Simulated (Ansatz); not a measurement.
PbSe (Clausthalite):

```
Pb Se
1.0
     0.00000    3.06065    3.06065
     3.06065    0.00000    3.06065
     3.06065    3.06065    0.00000
Pb Se
1 1
Direct
  0.00000 0.00000 0.00000
  0.50000 0.50000 0.50000
```

| Item | Value |
| --- | --- |
| Program | Ansatz 0.2.0 |
| Task | relaxation of cell and atoms |
| Functional | PBEsol |
| Dispersion | D4 |
| Potentials or basis | Ansatz PAW |
| Cutoff | 420 eV (not typed: the program's choice for these potentials) |
| k mesh | 8 × 8 × 8 |
| Occupations | fermi-dirac, width 0.05 eV |
| Spin | no spin polarisation |

At the start: volume 28.67 Å³/atom.

**Question.** Where does the relaxation end?

**Answer.** It ends after 4 steps and the volume is 27.76 Å³/atom (-3.2 %); space group Fm-3m (No. 225, to 0.05 Å).

The path:
```tsv
step	energy change (eV)	largest force (eV/Å)	volume (Å³)
1	0.0000	0.0000	57.34
2	-0.0082	0.0000	54.58
3	-0.0106	0.0000	55.51
4	-0.0104	0.0000	55.51
```

Final structure:
```xyz
2
Lattice="0.0000 3.0278 3.0278 3.0278 0.0000 3.0278 3.0278 3.0278 0.0000" Properties=species:S:1:pos:R:3 pbc="T T T"
Pb    0.0000    0.0000    0.0000
Se    3.0278    3.0278    3.0278
```

The cell as given is a measured one (28.67 Å³/atom); PBEsol+D4 puts the equilibrium volume -3.2 % from it, thermal expansion not counted.

Caveat: the plane-wave basis is chosen anew once the cell has moved, so the energies of steps on either side of that aren't comparable; the PAW data sets come from PBE, with cores solved anew for the run's functional, which leaves a small shift of forces and pressure.
